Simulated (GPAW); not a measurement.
Crystal: MgS.

```
S Mg
1.0
     0.00000    2.83312    2.83312
     2.83312    0.00000    2.83312
     2.83312    2.83312    0.00000
S Mg
1 1
Direct
  0.25000 0.25000 0.25000
  0.00000 0.00000 0.00000
```

The cell comes from a database or a generator and needn't be the stable form of this composition.

Base run:

```yaml
Program: GPAW 26.7.0
Functional: GLLB-SC
Potentials_or_basis: the program's PAW data sets (release 1.2.1) made for this functional
Cutoff: 650 eV
Basis: pw
k_mesh: 7 × 7 × 7
Occupations: fermi-dirac, width 0.001 eV
Spin: no spin polarisation
```

Its results: band gap on the k mesh, kohn-sham part alone 4.27 eV, direct; electronic dielectric tensor (diagonal) 3.19.

The run is repeated on the same cell with these changes: functional from GLLB-SC to PBE; potentials or basis from the program's PAW data sets (release 1.2.1) made for this functional to GPAW PAW data sets (gpaw-data 1.2.1). What comes out?

Band gap on the k mesh 3.45 eV, direct; electronic dielectric tensor (diagonal) 3.68.

Caveats: the long-wavelength limit can be off by a per cent or two; a model potential gives levels but no total energy (some runs); response on these states lacks terms of the Hamiltonian (some runs).

A k mesh can miss the band edges.
